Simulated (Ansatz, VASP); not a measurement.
## Sb: VASP beside Ansatz

File INCAR:

```
ALGO     = Normal         # electronic algorithm
EDIFF    = 1E-7           # SCF threshold, eV
ENCUT    = 520            # plane-wave cutoff, eV
GGA      = PS             # functional
ISIF     = 2              # what is computed and relaxed
ISMEAR   = -1             # smearing method
LASPH    = True           # aspherical terms in the spheres
LCHARG   = False          # write CHGCAR
LREAL    = False          # projectors in reciprocal space
LWAVE    = False          # write WAVECAR
NBANDS   = 12             # bands
NELM     = 100            # most SCF steps
PREC     = Accurate       # precision mode
SIGMA    = 0.05           # smearing width, eV
```

The input KPOINTS:

```
k-points
0
Gamma
  9 9 5
```

File POSCAR:

```
Sb
1.0
    3.3545324186     -0.0335453242      0.0000000000
   -1.7063173122      2.9218829544      0.0000000000
    0.0000000000      0.0000000000      5.4701606500
Sb
2
Direct
    0.6666666667      0.3333333333      0.7500000000
    0.3333333333      0.6666666667      0.2500000000
```

The input input.yaml:

```yaml
crystal:
  lattice:
    - [3.3545324186, -0.0335453242, 0.0]
    - [-1.7063173122, 2.9218829544, 0.0]
    - [0.0, 0.0, 5.47016065]
  atoms:
    - { symbol: Sb, position: [0.6666666667, 0.3333333333, 0.75] }
    - { symbol: Sb, position: [0.3333333333, 0.6666666667, 0.25] }
kpoints:
  mp_grid: { grid: [9, 9, 5] }
  band_path:
    path:
      - [0.0, 0.0, 0.0]
      - [-0.5, 0.5, 0.0]
      - [-0.6665333067, 0.3274914183, 0.0]
      - [-0.5, 0.0, 0.0]
      - [-0.5, 0.0, -0.5]
      - [-0.3334666933, -0.3274914183, -0.5]
      - [0.0, -0.5, -0.5]
      - [0.0, -0.5, 0.0]
    npoints: 6
scf:
  occupations: { method: fermi_dirac, width: 0.05 }
hamiltonian:
  xc: pbesol
  pseudopotentials: { kind: all_electron, lapw: { basis_error: 0.001 } }
output:
  forces: true
  stress: true
  eigenvalues: true
```

Change from the starting cell: strain_shear_xy = -0.02.

Alike in both runs: functional PBEsol; k mesh 9 × 9 × 5; occupations fermi-dirac, width 0.05 eV; no spin polarisation.

|  | VASP | Ansatz |
| --- | --- | --- |
| version | VASP 6.6.1 | Ansatz 0.2.0 |
| potentials or method | VASP PAW PBE potentials, release 64 (Sb) | all-electron LAPW, scalar-relativistic |
| plane-wave cutoff (eV) | 520 | see its input |
| task | single point | band structure |

VASP gave:

| Item | Value |
| --- | --- |
| gap on the k mesh at the Fermi level (eV) | none |
| pressure (GPa) | -1.6 |
| largest component of the traceless stress (GPa) | 0.66 |
| rms of the force components (eV/Å) | 0.012 |

Task: Estimate Ansatz's values.

Result: gap on the k mesh at the Fermi level (eV): none; pressure (GPa): -1.6; largest component of the traceless stress (GPa): 0.66; rms of the force components (eV/Å): 0.011.

Atom by atom the forces differ by 0.001 eV/Å (rms over components). A gap of «none» marks a metal or a gap that the smearing closes. Ansatz ran all-electron here, so the differences hold the error of VASP's frozen core and of both bases.

Caveats: the PAW data sets were made with another functional, which shifts forces and pressure a little (VASP); spin-orbit coupling is left out, which moves the levels of the heavy elements (Ansatz). The runs have no spin-orbit coupling, so splittings on Sb are missing.
